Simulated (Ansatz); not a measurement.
# HgTe: the cost of one run

Method: reference: DFT, PBE, plane waves, PAW, in Ansatz 0.2.0.

3 further runs of the same task are left out: 2 for a known fault of the program, 1 that didn't finish.

## (1) The starting structure

It takes space group P6_3/mmc (No. 194, hexagonal). The conventional cell has a = 4.820 Å, b = 4.820 Å, c = 7.196 Å, α = 90.00°, β = 90.00°, γ = 120.00°. Around Hg (site symmetry -6m2) lie 3 Te at 2.78 Å. Te (site symmetry -6m2) has 3 Hg at 2.78 Å as nearest neighbours.

Structure file:

```
Hg Te
1.0
     4.81951    0.00000    0.00000
    -2.40976    4.17382    0.00000
     0.00000    0.00000    7.19621
Hg Te
2 2
Direct
  0.33333 0.66667 0.25000
  0.66667 0.33333 0.75000
  0.66667 0.33333 0.25000
  0.33333 0.66667 0.75000
```

## (2) Reference

File input.yaml:

```yaml
crystal:
  lattice:
    - [4.8195131645, 0.0, 0.0]
    - [-2.4097565823, 4.1738208343, 0.0]
    - [0.0, 0.0, 7.1962058636]
  atoms:
    - { symbol: Hg, position: [0.3333333333, 0.6666666667, 0.25] }
    - { symbol: Hg, position: [0.6666666667, 0.3333333333, 0.75] }
    - { symbol: Te, position: [0.6666666667, 0.3333333333, 0.25] }
    - { symbol: Te, position: [0.3333333333, 0.6666666667, 0.75] }
kpoints:
  mp_grid: { grid: [6, 6, 4] }
hamiltonian:
  xc: pbe
scf:
  occupations: { method: fermi_dirac, width: 0.02 }
  n_extra_bands: 5
output:
  forces: true
  stress: true
  eigenvalues: true
  write_density: true
  write_potential: true
  elf: true
  volumetric_format: npy
```

Launch:

```
ansatz run input.yaml --threads 4 --pin off --max-ram 3686MiB --backend cpu --events-out ev --progress --plain --runs-dir out
```

What time and memory should one allow on 4 threads of Arm Neoverse V1, shared host?

About 2.4 s, with a peak of 0.51 GiB.
